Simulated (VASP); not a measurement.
# CdS (Greenockite) (P6_3mc) in VASP: notebook, part 2 of 2

VASP 6.6.1. Earlier steps stand in the parts before.

## 4. Single point, PBE, spin-orbit coupling, no magnetisation

The input, INCAR:

```
ALGO = Normal
EDIFF = 0.001
ENCUT = 350
GGA = PE
GGA_COMPAT = False
ISIF = 2
ISMEAR = 0
LASPH = True
LCHARG = False
LORBIT = 11
LREAL = False
LSORBIT = True
LWAVE = False
MAGMOM = 0 0 0 0 0 0 0 0 0 0 0 0
NBANDS = 52
NELM = 100
PREC = Accurate
SIGMA = 0.02
```

The input, KPOINTS:

```
k-points
0
Gamma
  7 7 4
```

The input, POSCAR:

```
CdS
1.0
    4.1500000000      0.0000000000      0.0000000000
   -2.0750000000      3.5940054257      0.0000000000
    0.0000000000      0.0000000000      6.7370000000
Cd S
2 2
Direct
    0.6666666667      0.3333333333      0.5000000000
    0.3333333333      0.6666666667      0.0000000000
    0.6666666667      0.3333333333      0.8750000000
    0.3333333333      0.6666666667      0.3750000000
```

Potentials or basis: VASP PAW PBE potentials, release 64 (Cd, S).

Run with:

```sh
> cat potpaw_PBE.64/Cd/POTCAR potpaw_PBE.64/S/POTCAR > POTCAR
> mpirun -np 1 vasp_ncl > vasp.out
```

OUTCAR:

```text
EDIFF = 0.001
   ENCUT = 350
   GGA = PE
   ISIF = 2
   ISMEAR = 0
   LASPH = True
   LORBIT = 11
   LREAL = False
   LSORBIT = True
   NELM = 100
   PREC = Accurate

 Found     32 irreducible k-points:

 Following reciprocal coordinates:
            Coordinates               Weight
  0.000000  0.000000  0.000000      1.000000
  0.142857 -0.000000  0.000000      6.000000
  0.285714 -0.000000  0.000000      6.000000
  0.428571 -0.000000  0.000000      6.000000
  0.142857  0.142857  0.000000      6.000000
  0.285714  0.142857  0.000000     12.000000
   k-points           NKPTS =     32   k-points in BZ     NKDIM =     32   number of bands    NBANDS=     52
   number of dos      NEDOS =    301   number of ions     NIONS =      4
   total plane-waves  NPLWV =  32928
   dimension x,y,z NGX =    28 NGY =   28 NGZ =   42
   dimension x,y,z NGXF=    56 NGYF=   56 NGZF=   84
   ions per type =               2   2
   NGX,Y,Z   is equivalent  to a cutoff of  11.22, 11.22, 10.36 a.u.
   NGXF,Y,Z  is equivalent  to a cutoff of  22.43, 22.43, 20.73 a.u.
 SYSTEM =  unknown system
   PREC   = accura    normal or accurate (medium, high low for compatibility)
   ISTART =      0    job   : 0-new  1-cont  2-samecut
   ICHARG =      2    charge: 1-file 2-atom 10-const
   ISPIN  =      1    spin polarized calculation?
   LNONCOLLINEAR =      T non collinear calculations
   LSORBIT =      T    spin-orbit coupling
   LASPH  =      T    aspherical Exc in radial PAW
   ENCUT  =  350.0 eV  25.72 Ry    5.07 a.u.   6.33  6.33 10.28*2*pi/ulx,y,z
   NELM   =    100;   NELMIN=  2; NELMDL= -5     # of ELM steps
   EDIFF  = 0.1E-02   stopping-criterion for ELM
   LREAL  =      F    real-space projection
   EDIFFG = 0.1E-01   stopping-criterion for IOM
   NSW    =      0    number of steps for IOM
   IBRION =     -1    ionic relax: 0-MD 1-quasi-New 2-CG
   NFREE  =      0    steps in history (QN), initial steepest desc. (CG)
   ISIF   =      2    stress and relaxation
   ISYM   =      2    0-nonsym 1-usesym 2-fastsym
   POTIM  = 0.5000    time-step for ionic-motion
   TEBEG  =    0.0;   TEEND  =   0.0 temperature during run
   PSTRESS=    0.0 pullay stress
   NELECT =      36.0000    total number of electrons
   NUPDOWN=      -1.0000    fix difference up-down
[... 379 lines left out ...]
     -0.00000      2.39600      2.52637         0.000000     -0.000000      0.068722
 -----------------------------------------------------------------------------------
    total drift:                               -0.000000      0.000000     -0.001518

  FREE ENERGIE OF THE ION-ELECTRON SYSTEM (eV)
  ---------------------------------------------------
  free  energy   TOTEN  =       -12.3154594688 eV

  energy  without entropy=      -12.3154594688  energy(sigma->0) =      -12.31545947

 Spin-Orbit-Coupling matrix elements

 Ion:    1  E_soc:     -0.0563506
 l=   1
     0.0000000    -0.0024424    -0.0024323
    -0.0024424     0.0000000    -0.0024424
    -0.0024323    -0.0024424     0.0000000
 l=   2
     0.0000000    -0.0013833     0.0000000    -0.0013833    -0.0055811
    -0.0013833     0.0000000    -0.0041864    -0.0013713    -0.0013833
     0.0000000    -0.0041864     0.0000000    -0.0041864     0.0000000
    -0.0013833    -0.0013713    -0.0041864     0.0000000    -0.0013833
    -0.0055811    -0.0013833     0.0000000    -0.0013833     0.0000000
 l=   3
     0.0000000     0.0000000     0.0000000     0.0000000     0.0000000     0.0000000     0.0000000
     0.0000000     0.0000000     0.0000000     0.0000000     0.0000000     0.0000000     0.0000000
     0.0000000     0.0000000     0.0000000     0.0000000     0.0000000     0.0000000     0.0000000
     0.0000000     0.0000000     0.0000000     0.0000000     0.0000000     0.0000000     0.0000000
[... 49 lines left out ...]
 l=   2
     0.0000000     0.0000000     0.0000000     0.0000000     0.0000000
     0.0000000     0.0000000     0.0000000     0.0000000     0.0000000
     0.0000000     0.0000000     0.0000000     0.0000000     0.0000000
     0.0000000     0.0000000     0.0000000     0.0000000     0.0000000
     0.0000000     0.0000000     0.0000000     0.0000000     0.0000000
 l=   3
     0.0000000     0.0000000     0.0000000     0.0000000     0.0000000     0.0000000     0.0000000
     0.0000000     0.0000000     0.0000000     0.0000000     0.0000000     0.0000000     0.0000000
     0.0000000     0.0000000     0.0000000     0.0000000     0.0000000     0.0000000     0.0000000
     0.0000000     0.0000000     0.0000000     0.0000000     0.0000000     0.0000000     0.0000000
     0.0000000     0.0000000     0.0000000     0.0000000     0.0000000     0.0000000     0.0000000
     0.0000000     0.0000000     0.0000000     0.0000000     0.0000000     0.0000000     0.0000000
     0.0000000     0.0000000     0.0000000     0.0000000     0.0000000     0.0000000     0.0000000

 total charge

# of ion       s       p       d       tot
------------------------------------------
    1        0.424   0.321   9.549  10.293
    2        0.424   0.321   9.549  10.293
    3        1.324   2.396   0.000   3.719
    4        1.324   2.396   0.000   3.719
--------------------------------------------------
tot          3.494   5.433  19.098  28.026

 magnetization (x)

# of ion       s       p       d       tot
------------------------------------------
    1       -0.000  -0.000   0.000   0.000
    2        0.000   0.000  -0.000  -0.000
    3        0.000  -0.000   0.000  -0.000
    4       -0.000   0.000   0.000   0.000
--------------------------------------------------
tot         -0.000  -0.000  -0.000  -0.000

 magnetization (y)

# of ion       s       p       d       tot
------------------------------------------
    1        0.000   0.000   0.000   0.000
    2        0.000   0.000   0.000   0.000
    3       -0.000   0.000   0.000  -0.000
    4        0.000   0.000   0.000   0.000
--------------------------------------------------
tot          0.000   0.000   0.000   0.000

 magnetization (z)

# of ion       s       p       d       tot
------------------------------------------
    1        0.000   0.000   0.000   0.000
    2        0.000   0.000   0.000   0.000
    3        0.000   0.000   0.000   0.000
    4        0.000   0.000   0.000   0.000
--------------------------------------------------
tot          0.000   0.000   0.000   0.000
```

OSZICAR:

```text
N       E                     dE             d eps       ncg     rms          rms(c)
DAV:   1     0.204609774524E+03    0.20461E+03   -0.14052E+04  3368   0.935E+02
DAV:   2    -0.155183663651E+01   -0.20616E+03   -0.19917E+03  3848   0.283E+02
DAV:   3    -0.132668349948E+02   -0.11715E+02   -0.11635E+02  3852   0.672E+01
DAV:   4    -0.134056987040E+02   -0.13886E+00   -0.13871E+00  3716   0.702E+00
DAV:   5    -0.134081062182E+02   -0.24075E-02   -0.24073E-02  3804   0.899E-01    0.116E+01
DAV:   6    -0.123381981999E+02    0.10699E+01   -0.17180E+00  3968   0.140E+01    0.906E+00
DAV:   7    -0.123226973485E+02    0.15501E-01   -0.80479E-01  3512   0.482E+00    0.400E+00
DAV:   8    -0.123167028390E+02    0.59945E-02   -0.10056E-01  3496   0.310E+00    0.761E-01
DAV:   9    -0.123150986772E+02    0.16042E-02   -0.11146E-02  3600   0.127E+00    0.369E-01
DAV:  10    -0.123154594688E+02   -0.36079E-03   -0.15357E-03  2692   0.258E-01
   1 F= -.12315459E+02 E0= -.12315459E+02  d E =-.125024E-16  mag=    -0.0000    -0.0000    -0.0000
```

Run time: 95 s. Hardware: 1 thread of Intel Xeon Platinum 8488C (Sapphire Rapids), shared host; peak memory 0.36 GiB.

These settings aren't checked as converged: the numbers below hold their error.

Results:

```yaml
Free_energy: -12.3155 eV
Pressure: 2.3 GPa
Largest_force: 0.069 eV/Å
Valence_electrons_inside_the_program's_atomic_spheres: Cd 10.29; S 3.72
```
